## Reading the band gaps of seven selenides

The band gap is the energy between the highest filled and the lowest empty state of a crystal. The computed gaps below come from the semilocal functional r2SCAN, without spin-orbit coupling and for atoms at rest. The questions follow mainly ZnSe, its neighbour CdSe in the same zinc-blende structure (F-43m), and Bi₂Se₃.

Kohn-Sham band gaps and electron masses of selenide crystals, calculated with Ansatz 0.2.0 using r2SCAN, plane-wave PAW, a 500 eV cutoff and 0.02 eV Gaussian smearing, scalar-relativistic and without spin polarisation. Cells were relaxed at the same level. Gaps use band edges sought over the whole zone, and masses are the lightest along the three Cartesian axes.

| formula | structure | k mesh | band gap (eV) | gap kind | lightest electron mass (electron mass) | measured gap (eV) | range of the values found | temperature of the measurement (K) | method and sample | source | band gap, less measured (eV) |
| --- | --- | --- | --- | --- | --- | --- | --- | --- | --- | --- | --- |
| Bi2Se3 | R-3m | 12×12×12 | 0.820 | direct | 0.117 | 0.22 | one value | 10 | luminescence, direct, bulk crystal | arXiv:1711.08177 (2017) | 0.60 |
| SnSe2 | P-3m1 | 12×12×4 | 0.993 | indirect | 0.207 | 1 | one value | not stated | optical absorption, indirect, bulk crystal | arXiv:1804.01202 (2018) | -0.01 |
| InSe | R3m | 12×12×12 | 0.923 | direct | 0.112 | 1.25 | 1.25 to 1.34 | 300 | photoluminescence, excitonic, bulk crystal | pmc:7321205 (2020) | -0.33 |
| WSe2 | P6_3/mmc | 12×12×2 | 1.330 | indirect | 0.525 | 1.3 | one value | not stated | time-resolved ARPES, indirect, bulk crystal | pmc:6684652 (2019) | 0.03 |
| CdSe | F-43m | 8×8×8 | 1.039 | direct | 0.094 | 1.69 | one value | 300 | spectroscopic ellipsometry, direct, film | arXiv:1007.2297 (2010) | -0.65 |
| CdSe | P6_3mc | 6×6×4 | 1.105 | direct | 0.094 | 1.76 | one value | not stated | UV-Vis absorption, direct, film | pmc:10254216 (2023) | -0.66 |
| ZnSe | F-43m | 8×8×8 | 1.867 | direct | 0.124 | 2.6 | 2.59 to 2.64 | 300 | optical absorption spectroscopy, direct, film | pmc:8624428 (2021) | -0.73 |

### 1. Why does replacing cadmium by zinc widen the gap?

In zinc blende the calculation gives ZnSe a gap 0.83 eV wider than that of CdSe, and the measured values differ by 0.91 eV. The relaxed bond is also shorter in ZnSe, 2.45 Å against 2.66 Å.

Imagine first a crystal in which the orbitals of neighbouring atoms do not mix, with the metal's two outer s electrons handed to selenium. The gap is then set by the filled p level of selenium and the empty s level of the metal. Once the orbitals are allowed to mix, they form bonding states, which sink, and antibonding states, which rise, and both shifts grow as the bond shortens. The valence top comes from p-like bonding states and the conduction bottom from s-like antibonding ones, so a shorter bond should drive the edges apart.

This explanation is standard chemistry, but the two rows do not isolate it, because the metal's own levels change along with the bond. A run for ZnSe stretched to the bond length of CdSe would separate the two effects.

### 2. Is the calculated gap too small by a constant amount or by a constant factor?

Zinc-blende CdSe falls 0.65 eV short of its measured gap. If that shortfall is a constant amount, adding it to the computed gap of ZnSe should give the measured 2.6 eV. It gives 2.52 eV. If the shortfall is instead a constant factor, scaling ZnSe as CdSe requires gives 3.04 eV, which is far too much.

Wurtzite CdSe (P6₃mc) cannot decide the matter, because its gap is so close to that of the zinc-blende form that both corrections suit it. The shift has thus passed one real test, ZnSe, among the crystals in which each atom has four neighbours. It fails for the layered ones. SnSe₂ and WSe₂ already lie close to their measured gaps, and the shift would push them more than 0.6 eV too high. A correction learned on one kind of bonding should not be carried over to another.

### 3. Can the missing spin-orbit coupling or the warmth of the sample excuse the shortfall?

Consider the valence top of ZnSe. Without spin-orbit coupling it holds six p-like states of equal energy, counting both spins. The coupling raises four of them and lowers two while keeping their average fixed, so the upper four rise by one third of the splitting. With a splitting of roughly 0.4 eV, a recalled value, the top rises by about 0.13 eV and the calculated gap shrinks.

The measured gap of ZnSe was taken at 300 K, and cooling the crystal would widen it by roughly 0.1 eV, again a recalled size. Both corrections enlarge the disagreement. The printed error of −0.73 eV becomes −0.73 − 0.13 − 0.1, or about −1.0 eV.

The relaxed cell of ZnSe is also close to the measured one, so the main fault lies with the functional. Semilocal functionals leave an electron partly repelling itself, which places compact filled states too high in energy. The zinc d bands show this: they lie on average 6.5 eV below the valence top, where experiment finds roughly 9 eV. From there they are expected to push the p-like top upwards too strongly and so to take away part of the gap. They cannot be the whole cause, since semilocal functionals also give too small a gap in many crystals without such d bands.

### 4. What does the gap do to the mass of an electron?

The effective mass, given in units of the free electron's mass, tells how readily a conduction electron responds to a force. Motion through the crystal mixes the s-like conduction edge with the p-like valence top. The mixing pushes the conduction band upwards away from its minimum, and the push is stronger the closer the two edges lie. Keeping only these states gives

1/m = 1 + E/G,

where m is the mass, G the gap and E an energy that measures the strength of the mixing. For a very wide gap m approaches 1, the free electron. For a vanishing gap it approaches zero.

Zinc-blende CdSe fixes E. Its mass of 0.094 and gap of 1.04 eV give E = (1/0.094 − 1) × 1.04 eV ≈ 10.0 eV. ZnSe is then a test, since it played no part in finding E. With its gap of 1.87 eV the formula gives 1/m = 1 + 10.0/1.87 ≈ 6.36, hence m ≈ 0.157.

The calculated mass is 0.124, so the formula has the right direction but overshoots by 27 %. One reason can be argued from the bond length: electrons confined to shorter bonds carry larger momenta, and E grows as the square of the momentum. Scaling E with the inverse square of the bond length cuts the excess to 11 %. The formula still leaves out all more distant bands.

It also carries a warning. Since the calculated gaps of CdSe and ZnSe are too small, their calculated electron masses are expected to be too light.

### 5. Why is the gap of Bi₂Se₃ too large when every other direct gap in the table is too small?

Like zinc-blende CdSe and ZnSe, Bi₂Se₃ has both calculated band edges at the centre of the zone, yet its gap exceeds the measured one by 0.60 eV. The difference is bismuth, a heavy atom with strong spin-orbit coupling.

Think of that coupling as a dial. At zero, which is the present calculation, the empty bismuth p states lie 0.82 eV above the filled selenium p states. Turning the dial up lowers the former and raises the latter until the gap closes. Beyond that point the states exchange places and a new gap opens. Real Bi₂Se₃ is known to lie on this far side, which makes it a topological insulator.

The measured 0.22 eV is then a gap between exchanged states. Counted as negative, it lies 0.82 + 0.22 = 1.04 eV from the calculated gap, much further than the printed error suggests. This distance is not the effect of spin-orbit coupling alone, since it also contains the error of the functional and that of the relaxed structure. What the row describes is a different electronic state from the real one, and its light electron mass of 0.117 belongs to that state too.

### 6. Do the close matches of SnSe₂ and WSe₂ show that the method suits layered crystals?

WSe₂ comes within 0.03 eV of its measured gap, but its valence top is in the wrong place. The calculation puts it at the zone centre, whereas in the real crystal it is known to lie at the corner K. Spin-orbit coupling, absent here, splits the valence states at K by roughly half an electronvolt and lifts the upper ones.

The spacing of the layers matters as well. r2SCAN lacks the long-range part of the attraction between layers, and the relaxed cells of SnSe₂ and WSe₂ are roughly 6 % too long across them. In the limit of layers pulled fully apart, the states at the zone centre of WSe₂ no longer split by overlap between layers, so the valence top sinks and the gap widens. A cell that is too long goes part of the way there and can hide a shortfall of the functional.

Such a cancellation is plausible for both crystals, but its parts were not calculated. Runs at the measured spacing, with and without spin-orbit coupling, would show them. InSe, also layered, remains 0.33 eV too low, so a layered structure does not ensure a good match.

### 7. Which digits can be trusted?

The third decimal of a calculated gap is a property of the calculation, not of the material. Even the second depends on finding the true band edges. On the regular k mesh alone, SnSe₂ would have a gap of 1.04 eV, while the search through the whole zone gives 0.99 eV. Its measured gap is quoted simply as 1 eV, so the printed error of −0.01 eV has no meaning beyond "close".

The mass column needs similar care. For WSe₂ it prints 0.525, although another direction sampled in the same calculation gives a slightly lighter mass.

Differences between closely related crystals can be better than the gaps themselves, because much of the error is shared. The two forms of CdSe are each about 0.65 eV too low, yet their calculated difference of 0.07 eV equals the measured one. That match is weaker evidence than it looks, since the measurements used different films and different methods. For choosing a material, the order of ZnSe and CdSe is safe to use, but the absolute gap of either is not.
